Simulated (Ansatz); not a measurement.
**Ni: starts and ends of a spin-polarised SCF**

Is Ni magnetic at this level, in which order, and do all starts find it? Single-point runs from several starts follow. System: Ni, the measured crystal structure (space group Fm-3m, primitive cell doubled); the cell holds 2 atoms. Source: COD entry 9013025.

The COD cell was measured well above room temperature, so it is larger than a cold one.

Method: DFT LDA, PAW, plane waves, scalar-relativistic, in Ansatz 0.2.0.

## (1) The structure to begin with

The structure is cubic, space group Fm-3m (No. 225). Conventional cell: a = 3.538 Å, b = 3.538 Å, c = 3.538 Å, α = 90.00°, β = 90.00°, γ = 90.00°. Ni (site symmetry m-3m) has 12 Ni at 2.50 Å as nearest neighbours.

As a file:

```cif
data_structure
_symmetry_space_group_name_H-M 'Fm-3m'
_symmetry_Int_Tables_number 225
_cell_length_a 3.5380
_cell_length_b 3.5380
_cell_length_c 3.5380
_cell_angle_alpha 90.000
_cell_angle_beta 90.000
_cell_angle_gamma 90.000
_cell_volume 44.29
loop_
_atom_site_label
_atom_site_type_symbol
_atom_site_symmetry_multiplicity
_atom_site_Wyckoff_symbol
_atom_site_fract_x
_atom_site_fract_y
_atom_site_fract_z
_atom_site_occupancy
Ni1 Ni 4 a 0.00000 0.00000 0.00000 1
```

Labels such as Ni2 number the atoms in the order of the input file.

First come: parallel moments, plain SCF; opposed moments +-, plain SCF; no spin polarisation; spin on, no moments given (the program may seed its own), plain SCF. What is tried next depends on their ends.

A plain SCF has the search for lower states switched off and ends at the first converged state. 

Moments by site are taken inside atomic spheres; the rest lies between them.

## (2) Parallel moments, plain SCF

The input, input.yaml:

```yaml
crystal:
  lattice:
    - [0.0, 1.769, 1.769]
    - [3.538, 0.0, 3.538]
    - [1.769, 1.769, 0.0]
  atoms:
    - { symbol: Ni, position: [0.0, 0.0, 0.0], spin: 2.0 }
    - { symbol: Ni, position: [0.0, 0.5, 0.0], spin: 2.0 }
magnetization:
  spin_polarized: true
hamiltonian:
  xc: lda
  pseudopotentials: { kind: paw }
basis:
  ecutwfc: 420
kpoints:
  mp_grid: { grid: [12, 6, 12] }
scf:
  occupations: { method: gaussian, width: 0.1 }
  lower_state_search: "off"
output:
  forces: true
  stress: true
```

Output:

```text
Engine: ansatz 0.2.0, aarch64-unknown-linux-gnu
Pseudopotentials: kind: paw
Pseudopotential: Ni, paw, valence charge 18, recommended cutoff 420 eV (normal), Ni.paw.azcp
Functional definition: SPW92
  exchange = slater_x
  correlation = pw_c
Crystal: 2 atoms, lattice volume = 22.143 Å³
Basis set: ecut = 420 eV, 409 PW (Γ)
Bands: 24, of which v1, the nominal top of the filled ones, is band 18 counted from 1 (17 counted from 0)
Symmetry: 24 space group operations
Space group: Fm-3m (ITA 225), of the structure as read, at distance tolerance 2.8e-5 Å
Magnetic group: BNS 225.116 (UNI 1618), of the structure as read, at distance tolerance 2.8e-5 Å
k-points: 98 of 864
Non-local potential: Ni, projectors of the file, l = 0: 3, l = 1: 2, l = 2: 3, l = 3: 1
PAW form: soft (Blöchl's): semilocal exchange-correlation on the pseudo side does not see the compensation charge
PAW frozen core: Ni, regenerated for the run's functional, and the local potential with it (the file was generated under x = pbe(κ = 0.804, μ = 0.2195149727645171), c = pbe(β = 0.06672455060314922))
PAW one-centre angular grid: Ni, 590 points (default); XC on 64 Gauss nodes
Initial density: superposition of atomic densities (chi_scale 0.1, normalization cell)
Starting moments: Σ|m| = 4 μB on 2 of 2 sites
Initial wavefunctions: pseudopotential atomic-orbital guess
Functional: x = slater, c = lda
iter 1 solved again at ethr=6.35e-5 eV; its pass at ethr=3.10e-3 eV (dr2=2.29e-2 eV) is discarded
SCF iter   1: F=—  HF=-11546.075514 eV  |F-HF|=—  |Δ(HF+E_count)|=         —  Δρ=1.25e-1 (↑1.25e-1 ↓1.17e-1)  dr2=2.29e-2  dr2_m=2.96e0  M=1.895 μB ∫|m|=2.066 μB  β_m=0.30  ethr=6.35e-5  ⟨swp⟩=1.1  Hψ=23264  notcnv=0
Mixer restart at iter 1: flushing history
preconditioner: auto → none  [metal: Δε(μ)=0.012 eV  Ē_g=11.469 eV  σ=0.100 eV  W_gap=0.07  n_scr=8 (ndim 8)  ℏωp=35.3 eV  f_vac=0.000  D(μ)=2.71/eV (n_scr^D=36)  sad-step TF]
spin-set hold released at iteration 1 (the charge has settled, or the pull on large starting moments outlasts its swing): the magnetisation degrees of freedom join the quasi-Newton model from the next iteration; the mixer history was flushed
SCF iter   2: F=—  HF=-11546.291360 eV  |F-HF|=—  |Δ(HF+E_count)|=   2.16e-1  Δρ=1.11e-1 (↑9.67e-2 ↓1.11e-1)  dr2=3.03e-2  dr2_m=2.17e0  M=1.627 μB ∫|m|=1.849 μB  β_m=0.43  ethr=6.35e-5  ⟨swp⟩=2.2  Hψ=7641  notcnv=0
SCF iter   3: F=—  HF=-11547.434976 eV  |F-HF|=—  |Δ(HF+E_count)|=    1.14e0  Δρ=9.10e-2 (↑8.81e-2 ↓9.10e-2)  dr2=3.89e0  dr2_m=1.42e-3  M=1.575 μB ∫|m|=1.727 μB  β_m=0.41  ethr=6.35e-5  ⟨swp⟩=3.4  Hψ=13217  notcnv=0  defer=34
SCF iter   4: F=—  HF=-11546.600372 eV  |F-HF|=—  |Δ(HF+E_count)|=   8.35e-1  Δρ=1.86e-2 (↑1.04e-2 ↓1.86e-2)  dr2=1.73e-2  dr2_m=3.85e-2  M=1.051 μB ∫|m|=1.235 μB  β_m=0.61  ethr=6.35e-5  ⟨swp⟩=3.5  Hψ=13065  notcnv=0  defer=197
SCF iter   5: F=—  HF=-11546.614928 eV  |F-HF|=—  |Δ(HF+E_count)|=   1.46e-2  Δρ=6.58e-3 (↑6.58e-3 ↓6.55e-3)  dr2=1.75e-5  dr2_m=8.70e-3  M=1.207 μB ∫|m|=1.360 μB  β_m=0.73  ethr=4.79e-5  ⟨swp⟩=2.3  Hψ=7797  notcnv=0  defer=200
SCF iter   6: F=—  HF=-11546.619308 eV  |F-HF|=—  |Δ(HF+E_count)|=   4.38e-3  Δρ=2.82e-3 (↑2.82e-3 ↓1.81e-3)  dr2=1.42e-4  dr2_m=1.07e-3  M=1.319 μB ∫|m|=1.457 μB  β_m=0.86  ethr=4.85e-8  ⟨swp⟩=2.3  Hψ=8315  notcnv=0  defer=200
SCF iter   7: F=—  HF=-11546.619576 eV  |F-HF|=—  |Δ(HF+E_count)|=   2.68e-4  Δρ=6.81e-4 (↑6.81e-4 ↓1.42e-4)  dr2=4.34e-5  dr2_m=3.15e-5  M=1.345 μB ∫|m|=1.485 μB  β_m=0.93  ethr=4.85e-8  ⟨swp⟩=2.0  Hψ=7413  notcnv=0  defer=200
SCF iter   8: F=—  HF=-11546.619577 eV  |F-HF|=—  |Δ(HF+E_count)|=   8.52e-7  Δρ=6.38e-5 (↑1.93e-5 ↓6.38e-5)  dr2=3.52e-7  dr2_m=2.78e-7  M=1.350 μB ∫|m|=1.491 μB  β_m=0.88  ethr=4.85e-8  ⟨swp⟩=1.5  Hψ=5549  notcnv=0  defer=200
iter 9 did not close the SCF: its close was put off for a magnetic moment that had not settled (scf_convergence_deferred on its scf_iter line)
SCF iter   9: F=-11546.619577 eV  HF=-11546.619577 eV  |F-HF|=2.78e-9  |Δ(HF+E_count)|=   4.36e-8  Δρ=1.83e-5 (↑1.74e-5 ↓1.83e-5)  dr2=3.73e-9  dr2_m=6.04e-8  M=1.350 μB ∫|m|=1.491 μB  β_m=0.81  ethr=2.78e-10  ⟨swp⟩=4.0  Hψ=15967  notcnv=0
iter 10 did not close the SCF: its close was put off for a magnetic moment that had not settled (scf_convergence_deferred on its scf_iter line)
SCF iter  10: F=-11546.619577 eV  HF=-11546.619577 eV  |F-HF|=1.70e-9  |Δ(HF+E_count)|=   7.02e-9  Δρ=1.01e-5 (↑9.31e-6 ↓1.01e-5)  dr2=1.89e-10  dr2_m=1.90e-8  M=1.350 μB ∫|m|=1.491 μB  β_m=0.79  ethr=1.04e-11  ⟨swp⟩=2.0  Hψ=13578  notcnv=0
SCF iter  11: F=-11546.619577 eV  HF=-11546.619577 eV  |F-HF|=6.18e-11  |Δ(HF+E_count)|=   3.66e-9  Δρ=8.84e-7 (↑8.84e-7 ↓2.57e-7)  dr2=1.32e-10  dr2_m=3.39e-11  M=1.350 μB ∫|m|=1.491 μB  ethr=1.00e-12  ⟨swp⟩=1.2  Hψ=13259  notcnv=0
SCF 1 converged in 11 iterations: F = -11546.619577 eV  dr2 = 1.32e-10
SCF converged after 11 iterations
Magnetization: 1.3501 μB (18.6750 up, 17.3250 down)
Absolute magnetization: 1.4924 μB (∫|ρ↑−ρ↓|, with the PAW one-centre terms)
Spin contamination: 0.0105 ħ² per cell (⟨S²⟩ above its minimum at these occupations)
Per-site moments (μB) at R_I (Å): [(0.7058569858210895, 1.0319693141331772), (0.7058569858210895, 1.0319693141331772)]
Free energy (F): -11546.619577 eV
Harris-Foulkes:  -11546.619577 eV  (|F-HF|=6.18e-11)
Internal energy: -11546.599228 eV  (E = F + TS)
E sigma→0 (E₀):  -11546.609402 eV
Entropy (-TS):   -0.020349 eV (-10.175 meV/atom)
Fermi energy:    17.317994 eV
--- Per-component energies (eV) ---
  E_band       = -589.690811
  E_kinetic    = 564.718550
  E_local      = -6934.581205  (includes V_loc(G=0)·N_el)
  E_nonlocal   = 1276.788162
  E_hartree    = 2885.849265
  E_xc         = -168.693889
  E_vxc        = -218.367095  (∫ρ·V_xc dr)
  E_paw        = -3125.589329  (= ΣΔE_a)
  E_vpaw       = -1049.949804  (= ΣTr[D̂ρ^β])
  E_aug_tail   = 0.000801  (compensation charges beyond the density's cutoff)
  E_ewald      = -6045.959823
  E_core_change = 0.868241  (= ΣΔE_core)
  E_smearing   = -0.020349  (= −TS)
  E_closure    = -0.000000  (closes the sum)
  Σ components = -11546.619577   (vs F -11546.619577, Δ=0.00e0)
--- Forces (eV/Å), atoms counted from 1 ---
  atom   1  Ni     0.00000000     0.00000000     0.00000000
  atom   2  Ni     0.00000000    -0.00000000     0.00000000
  max |Σ_I F_I| component: 6.07e-29 eV/Å
--- Stress (GPa, compression-positive) ---
      -19.422975       0.000002      -0.000002
        0.000002     -19.422975       0.000002
       -0.000002       0.000002     -19.422975
  P = ⅓ Tr σ = -19.4230 GPa (-194.230 kbar)
```

Run time: 4.2 s. Hardware: 2 threads of an Arm CPU, shared host; peak memory 0.34 GiB.

Result: ferromagnetic, site moments Ni1 0.71, Ni2 0.71 μB, total 1.35 μB per cell, no gap on the k-mesh.

## (3) Opposed moments +-, plain SCF

Changes to input.yaml since step 2:

```diff
@@ -7,3 +7,3 @@
     - { symbol: Ni, position: [0.0, 0.0, 0.0], spin: 2.0 }
-    - { symbol: Ni, position: [0.0, 0.5, 0.0], spin: 2.0 }
+    - { symbol: Ni, position: [0.0, 0.5, 0.0], spin: -2.0 }
 magnetization:
```

Output:

```text
[... 9 lines as in an earlier run ...]
Symmetry: 12 space group operations
Space group: R-3m (ITA 166), of the structure as read, at distance tolerance 2.8e-5 Å
Magnetic group: BNS 166.102 (UNI 1332), of the structure as read, at distance tolerance 2.8e-5 Å
[... 6 lines as in an earlier run ...]
Starting moments: Σ|m| = 4 μB on 2 of 2 sites
Starting magnetic order: antiferromagnet; a translation exchanges its spin sublattices: spin-degenerate at every k-point
[... 2 lines as in an earlier run ...]
spin-down is spin-up translated by (0, 0.5, 0): one eigenproblem is solved per k-point and the antiferromagnetic symmetry of the starting moments is kept exactly by this SCF (crystal.symmetry.spin_inversion_symmetry: false solves both channels; [...]
iter 1 solved again at ethr=6.55e-5 eV; its pass at ethr=3.10e-3 eV (dr2=2.36e-2 eV) is discarded
SCF iter   1: F=—  HF=-11545.848359 eV  |F-HF|=—  |Δ(HF+E_count)|=         —  Δρ=1.35e-1 (↑1.35e-1 ↓1.35e-1)  dr2=2.36e-2  dr2_m=3.65e0  M=0.000 μB ∫|m|=1.893 μB  β_m=0.30  ethr=6.55e-5  ⟨swp⟩=1.2  Hψ=11755  notcnv=0
Mixer restart at iter 1: flushing history
preconditioner: auto → none  [metal: Δε(μ)=0.007 eV  Ē_g=11.439 eV  σ=0.100 eV  W_gap=0.04  n_scr=8 (ndim 8)  ℏωp=35.3 eV  f_vac=0.000  D(μ)=4.61/eV (n_scr^D=90)  sad-step TF]
[... 1 line as in an earlier run ...]
SCF iter   2: F=—  HF=-11546.081488 eV  |F-HF|=—  |Δ(HF+E_count)|=   2.33e-1  Δρ=1.09e-1 (↑1.09e-1 ↓1.09e-1)  dr2=2.46e-2  dr2_m=2.37e0  M=0.000 μB ∫|m|=1.714 μB  β_m=0.54  ethr=6.55e-5  ⟨swp⟩=2.1  Hψ=3530  notcnv=0
SCF iter   3: F=—  HF=-11546.799867 eV  |F-HF|=—  |Δ(HF+E_count)|=   7.18e-1  Δρ=6.19e-2 (↑6.19e-2 ↓6.19e-2)  dr2=1.41e0  dr2_m=1.77e-1  M=0.000 μB ∫|m|=1.064 μB  β_m=0.45  ethr=6.55e-5  ⟨swp⟩=3.3  Hψ=6163  notcnv=0  defer=64
SCF iter   4: F=—  HF=-11546.529882 eV  |F-HF|=—  |Δ(HF+E_count)|=   2.70e-1  Δρ=1.68e-2 (↑1.68e-2 ↓1.68e-2)  dr2=3.90e-3  dr2_m=5.34e-2  M=0.000 μB ∫|m|=0.783 μB  β_m=0.65  ethr=6.55e-5  ⟨swp⟩=2.8  Hψ=5499  notcnv=0  defer=102
SCF iter   5: F=—  HF=-11546.541027 eV  |F-HF|=—  |Δ(HF+E_count)|=   1.11e-2  Δρ=5.15e-3 (↑5.15e-3 ↓5.15e-3)  dr2=3.69e-3  dr2_m=3.64e-3  M=0.000 μB ∫|m|=0.540 μB  β_m=0.82  ethr=1.08e-5  ⟨swp⟩=2.0  Hψ=4974  notcnv=0  defer=100
SCF iter   6: F=—  HF=-11546.544323 eV  |F-HF|=—  |Δ(HF+E_count)|=   3.30e-3  Δρ=3.80e-3 (↑3.80e-3 ↓3.80e-3)  dr2=2.38e-3  dr2_m=8.03e-4  M=0.000 μB ∫|m|=0.458 μB  β_m=0.75  ethr=1.03e-5  ⟨swp⟩=2.1  Hψ=3348  notcnv=0  defer=100
SCF iter   7: F=—  HF=-11546.543775 eV  |F-HF|=—  |Δ(HF+E_count)|=   5.48e-4  Δρ=5.78e-4 (↑5.78e-4 ↓5.78e-4)  dr2=2.39e-5  dr2_m=3.73e-5  M=0.000 μB ∫|m|=0.413 μB  β_m=0.84  ethr=6.62e-6  ⟨swp⟩=2.2  Hψ=3293  notcnv=0  defer=100
SCF iter   8: F=—  HF=-11546.543808 eV  |F-HF|=—  |Δ(HF+E_count)|=   3.36e-5  Δρ=3.30e-4 (↑3.30e-4 ↓3.30e-4)  dr2=3.55e-5  dr2_m=5.01e-6  M=0.000 μB ∫|m|=0.415 μB  β_m=0.86  ethr=6.63e-8  ⟨swp⟩=2.0  Hψ=4015  notcnv=0  defer=100
SCF iter   9: F=—  HF=-11546.543804 eV  |F-HF|=—  |Δ(HF+E_count)|=   4.62e-6  Δρ=1.21e-4 (↑1.21e-4 ↓1.21e-4)  dr2=6.06e-8  dr2_m=2.89e-6  M=0.000 μB ∫|m|=0.413 μB  β_m=0.93  ethr=2.78e-10  ⟨swp⟩=4.0  Hψ=10236  notcnv=0
SCF iter  10: F=—  HF=-11546.543805 eV  |F-HF|=—  |Δ(HF+E_count)|=   1.90e-6  Δρ=6.48e-5 (↑6.48e-5 ↓6.48e-5)  dr2=3.60e-8  dr2_m=8.26e-7  M=0.000 μB ∫|m|=0.410 μB  β_m=0.97  ethr=1.68e-10  ⟨swp⟩=4.0  Hψ=8163  notcnv=0
iter 11 did not close the SCF: its close was put off for a magnetic moment that had not settled (scf_convergence_deferred on its scf_iter line)
SCF iter  11: F=-11546.543806 eV  HF=-11546.543806 eV  |F-HF|=1.71e-9  |Δ(HF+E_count)|=   6.26e-7  Δρ=1.75e-5 (↑1.75e-5 ↓1.75e-5)  dr2=4.29e-9  dr2_m=6.00e-8  M=0.000 μB ∫|m|=0.406 μB  β_m=0.98  ethr=1.00e-10  ⟨swp⟩=4.0  Hψ=8164  notcnv=0
iter 12 did not close the SCF: its close was put off for a magnetic moment that had not settled (scf_convergence_deferred on its scf_iter line)
SCF iter  12: F=-11546.543806 eV  HF=-11546.543806 eV  |F-HF|=8.86e-10  |Δ(HF+E_count)|=   3.53e-8  Δρ=6.94e-6 (↑6.94e-6 ↓6.94e-6)  dr2=3.12e-10  dr2_m=9.57e-9  M=0.000 μB ∫|m|=0.406 μB  β_m=0.99  ethr=1.19e-11  ⟨swp⟩=1.9  Hψ=7376  notcnv=0
SCF iter  13: F=-11546.543806 eV  HF=-11546.543806 eV  |F-HF|=1.05e-9  |Δ(HF+E_count)|=   7.15e-9  Δρ=1.48e-6 (↑1.48e-6 ↓1.48e-6)  dr2=9.72e-10  dr2_m=4.01e-12  M=0.000 μB ∫|m|=0.405 μB  ethr=1.00e-12  ⟨swp⟩=1.5  Hψ=7193  notcnv=0
SCF 1 converged in 13 iterations: F = -11546.543806 eV  dr2 = 9.72e-10
SCF converged after 13 iterations
Magnetization: 0.0000 μB (18.0000 up, 18.0000 down)
Absolute magnetization: 0.4053 μB (∫|ρ↑−ρ↓|, with the PAW one-centre terms)
Spin contamination: 0.1031 ħ² per cell (⟨S²⟩ above its minimum at these occupations)
Per-site moments (μB) at R_I (Å): [(0.19874282837772442, 1.0319693141331772), (-0.19874282837772442, 1.0319693141331772)]
Free energy (F): -11546.543806 eV
Harris-Foulkes:  -11546.543806 eV  (|F-HF|=1.05e-9)
Internal energy: -11546.510155 eV  (E = F + TS)
E sigma→0 (E₀):  -11546.526980 eV
Entropy (-TS):   -0.033651 eV (-16.826 meV/atom)
Fermi energy:    17.141216 eV
--- Per-component energies (eV) ---
  E_band       = -588.453862
  E_kinetic    = 565.228474
  E_local      = -6936.868417  (includes V_loc(G=0)·N_el)
  E_nonlocal   = 1277.406517
  E_hartree    = 2887.644025
  E_xc         = -168.654062
  E_vxc        = -218.314300  (∫ρ·V_xc dr)
  E_paw        = -3126.175911  (= ΣΔE_a)
  E_vpaw       = -1051.198363  (= ΣTr[D̂ρ^β])
  E_aug_tail   = 0.000801  (compensation charges beyond the density's cutoff)
  E_ewald      = -6045.959823
  E_core_change = 0.868241  (= ΣΔE_core)
  E_smearing   = -0.033651  (= −TS)
  E_closure    = -0.000000  (closes the sum)
  Σ components = -11546.543806   (vs F -11546.543806, Δ=0.00e0)
--- Forces (eV/Å), atoms counted from 1 ---
  atom   1  Ni    -0.00000000     0.00000000    -0.00000000
  atom   2  Ni     0.00000000     0.00000000     0.00000000
  max |Σ_I F_I| component: 5.31e-29 eV/Å
--- Stress (GPa, compression-positive) ---
      -20.761684      -0.076546       0.076546
       -0.076546     -20.761684      -0.076546
        0.076546      -0.076546     -20.761684
  P = ⅓ Tr σ = -20.7617 GPa (-207.617 kbar)
```

Run time: 2.6 s. Hardware: 2 threads of an Arm CPU, shared host; peak memory 0.33 GiB.

The state reached is antiferromagnetic (magnetic neighbours of Ni1 with a moment over 0.3 of its own that point the other way: 6 of 12 at 2.50 Å, 6 of 6 at 3.54 Å), site moments Ni1 0.20, Ni2 -0.20 μB, total 0.00 μB per cell, no gap on the k-mesh. It lies 37.9 meV/atom above the lowest state so far (step 2).

## (4) No spin polarisation

Changes to input.yaml since step 3:

```diff
@@ -6,6 +6,4 @@
   atoms:
-    - { symbol: Ni, position: [0.0, 0.0, 0.0], spin: 2.0 }
-    - { symbol: Ni, position: [0.0, 0.5, 0.0], spin: -2.0 }
-magnetization:
-  spin_polarized: true
+    - { symbol: Ni, position: [0.0, 0.0, 0.0] }
+    - { symbol: Ni, position: [0.0, 0.5, 0.0] }
 hamiltonian:
```

Output:

```text
[... 8 lines as in an earlier run ...]
Bands: 22, of which v1, the nominal top of the filled ones, is band 18 counted from 1 (17 counted from 0)
[... 7 lines as in an earlier run ...]
Initial density: superposition of atomic densities (neutral atoms: chi_scale 0, normalization atom), corrected by the library's trained network
[... 2 lines as in an earlier run ...]
SCF iter   1: F=—  HF=-11546.557298 eV  |F-HF|=—  |Δ(HF+E_count)|=         —  Δρ=2.68e-2  dr2=7.16e-2  ethr=1.77e-3  ⟨swp⟩=4.5  Hψ=7848  notcnv=0
preconditioner: auto → none  [metal: Δε(μ)=0.001 eV  Ē_g=8.443 eV  σ=0.100 eV  W_gap=0.00  n_scr=8 (ndim 8)  ℏωp=35.3 eV  f_vac=0.000  D(μ)=7.45/eV (n_scr^D=178)  sad-step TF]
SCF iter   2: F=—  HF=-11546.543934 eV  |F-HF|=—  |Δ(HF+E_count)|=   1.34e-2  Δρ=8.90e-3  dr2=7.73e-3  ethr=1.99e-4  ⟨swp⟩=2.9  Hψ=4430  notcnv=0
SCF iter   3: F=—  HF=-11546.542725 eV  |F-HF|=—  |Δ(HF+E_count)|=   1.21e-3  Δρ=9.71e-4  dr2=7.25e-5  ethr=2.15e-5  ⟨swp⟩=2.5  Hψ=3223  notcnv=0
SCF iter   4: F=—  HF=-11546.542686 eV  |F-HF|=—  |Δ(HF+E_count)|=   3.96e-5  Δρ=7.16e-5  dr2=5.11e-7  ethr=2.01e-7  ⟨swp⟩=2.0  Hψ=3566  notcnv=0
iter 5 did not close the SCF: its close was put off for the readings that it lacked (scf_convergence_deferred on its scf_iter line)
SCF iter   5: F=-11546.542686 eV  HF=-11546.542686 eV  |F-HF|=4.87e-8  |Δ(HF+E_count)|=   2.06e-7  Δρ=3.23e-5  dr2=5.15e-8  ethr=1.42e-9  ⟨swp⟩=1.7  Hψ=2752  notcnv=0
SCF iter   6: F=-11546.542686 eV  HF=-11546.542686 eV  |F-HF|=1.61e-8  |Δ(HF+E_count)|=   9.89e-9  Δρ=1.97e-5  dr2=1.61e-8  ethr=1.43e-10  ⟨swp⟩=2.2  Hψ=7926  notcnv=0
SCF 1 converged in 6 iterations: F = -11546.542686 eV  dr2 = 1.61e-8
SCF converged after 6 iterations
Free energy (F): -11546.542686 eV
Harris-Foulkes:  -11546.542686 eV  (|F-HF|=1.61e-8)
Internal energy: -11546.504797 eV  (E = F + TS)
E sigma→0 (E₀):  -11546.523741 eV
Entropy (-TS):   -0.037889 eV (-18.945 meV/atom)
Fermi energy:    17.132160 eV
--- Per-component energies (eV) ---
  E_band       = -588.403248
  E_kinetic    = 565.263141
  E_local      = -6936.979475  (includes V_loc(G=0)·N_el)
  E_nonlocal   = 1277.424744
  E_hartree    = 2887.730599
  E_xc         = -168.653036
  E_vxc        = -218.312874  (∫ρ·V_xc dr)
  E_paw        = -3126.199991  (= ΣΔE_a)
  E_vpaw       = -1051.258053  (= ΣTr[D̂ρ^β])
  E_aug_tail   = 0.000802  (compensation charges beyond the density's cutoff)
  E_ewald      = -6045.959823
  E_core_change = 0.868241  (= ΣΔE_core)
  E_smearing   = -0.037889  (= −TS)
  E_closure    = 0.000000  (closes the sum)
  Σ components = -11546.542686   (vs F -11546.542686, Δ=0.00e0)
--- Forces (eV/Å), atoms counted from 1 ---
  atom   1  Ni     0.00000000    -0.00000000     0.00000000
  atom   2  Ni     0.00000000     0.00000000     0.00000000
  max |Σ_I F_I| component: 6.00e-29 eV/Å
--- Stress (GPa, compression-positive) ---
      -20.927806       0.000489      -0.000489
        0.000489     -20.927806       0.000489
       -0.000489       0.000489     -20.927806
  P = ⅓ Tr σ = -20.9278 GPa (-209.278 kbar)
```

Wall time 1.2 s (2 threads of an Arm CPU, shared host); peak memory 0.31 GiB.

The state reached is non-magnetic (no spin polarisation), no gap on the k-mesh. Against step 2, the lowest until now, it is 38.4 meV/atom higher.

## (5) Spin on, no moments given (the program may seed its own), plain SCF

Changes to input.yaml since step 4:

```diff
@@ -21 +21,3 @@
   stress: true
+magnetization:
+  spin_polarized: true
```

Output:

```text
band count auto-derived: 24 (N_el = 36.0; filled up to band 18; 22 by the electrons, moments and atoms)
[... 19 lines as in an earlier run ...]
iter 1 solved again at ethr=8.53e-5 eV; its pass at ethr=3.10e-3 eV (dr2=3.07e-2 eV) is discarded
SCF iter   1: F=—  HF=-11545.283994 eV  |F-HF|=—  |Δ(HF+E_count)|=         —  Δρ=1.88e-1 (↑1.66e-1 ↓1.88e-1)  dr2=7.97e-2  dr2_m=6.34e0  M=2.537 μB ∫|m|=2.537 μB  ethr=8.53e-5  ⟨swp⟩=1.3  Hψ=11766  notcnv=0
Mixer restart at iter 1: flushing history
SCF iter   2: F=—  HF=-11546.519412 eV  |F-HF|=—  |Δ(HF+E_count)|=         —  Δρ=4.67e-2 (↑4.36e-2 ↓4.67e-2)  dr2=1.10e-2  dr2_m=3.96e-1  M=1.546 μB ∫|m|=1.646 μB  β_m=0.30  ethr=8.53e-5  ⟨swp⟩=3.5  Hψ=11685  notcnv=0
preconditioner: auto → none  [metal: Δε(μ)=0.032 eV  Ē_g=11.423 eV  σ=0.100 eV  W_gap=0.18  n_scr=8 (ndim 8)  ℏωp=35.3 eV  f_vac=0.000  D(μ)=3.39/eV (n_scr^D=60)  sad-step TF]
SCF iter   3: F=—  HF=-11546.563228 eV  |F-HF|=—  |Δ(HF+E_count)|=   4.38e-2  Δρ=4.14e-2 (↑3.07e-2 ↓4.14e-2)  dr2=2.38e-2  dr2_m=2.53e-1  M=1.474 μB ∫|m|=1.595 μB  β_m=0.58  ethr=3.07e-5  ⟨swp⟩=1.9  Hψ=8693  notcnv=0
SCF iter   4: F=—  HF=-11546.777543 eV  |F-HF|=—  |Δ(HF+E_count)|=   2.14e-1  Δρ=4.16e-2 (↑3.68e-2 ↓4.16e-2)  dr2=7.37e-1  dr2_m=1.47e-3  M=1.424 μB ∫|m|=1.568 μB  β_m=0.43  ethr=3.07e-5  ⟨swp⟩=3.2  Hψ=11088  notcnv=0  defer=3
[... 2 lines left out ...]
SCF iter   7: F=—  HF=-11546.619581 eV  |F-HF|=—  |Δ(HF+E_count)|=   1.10e-4  Δρ=4.47e-4 (↑4.47e-4 ↓1.05e-4)  dr2=3.63e-5  dr2_m=5.98e-6  M=1.352 μB ∫|m|=1.494 μB  β_m=0.90  ethr=1.05e-7  ⟨swp⟩=2.0  Hψ=7813  notcnv=0  defer=202
SCF iter   8: F=—  HF=-11546.619577 eV  |F-HF|=—  |Δ(HF+E_count)|=   4.69e-6  Δρ=8.15e-5 (↑5.40e-5 ↓8.15e-5)  dr2=1.12e-7  dr2_m=9.26e-7  M=1.351 μB ∫|m|=1.492 μB  β_m=0.95  ethr=1.01e-7  ⟨swp⟩=2.0  Hψ=6262  notcnv=0  defer=202
SCF iter   9: F=-11546.619577 eV  HF=-11546.619577 eV  |F-HF|=1.49e-9  |Δ(HF+E_count)|=   1.83e-7  Δρ=7.09e-6 (↑7.09e-6 ↓4.77e-6)  dr2=2.52e-9  dr2_m=6.08e-9  M=1.350 μB ∫|m|=1.491 μB  ethr=2.78e-10  ⟨swp⟩=4.0  Hψ=14991  notcnv=0
SCF 1 converged in 9 iterations: F = -11546.619577 eV  dr2 = 2.52e-9
SCF converged after 9 iterations
Magnetization: 1.3501 μB (18.6751 up, 17.3249 down)
Absolute magnetization: 1.4925 μB (∫|ρ↑−ρ↓|, with the PAW one-centre terms)
Spin contamination: 0.0105 ħ² per cell (⟨S²⟩ above its minimum at these occupations)
Per-site moments (μB) at R_I (Å): [(0.7058861977170702, 1.0319693141331772), (0.7058861977170702, 1.0319693141331772)]
Free energy (F): -11546.619577 eV
Harris-Foulkes:  -11546.619577 eV  (|F-HF|=1.49e-9)
Internal energy: -11546.599229 eV  (E = F + TS)
E sigma→0 (E₀):  -11546.609403 eV
Entropy (-TS):   -0.020347 eV (-10.174 meV/atom)
Fermi energy:    17.318039 eV
[... 25 lines left out: energy terms, forces, stress ...]
```

Run time: 2.9 s. Hardware: 2 threads of an Arm CPU, shared host; peak memory 0.33 GiB.

The run ends in the same state as step 2 (ferromagnetic); it took 9 iterations.

(Part 1 of 2 ends here.)
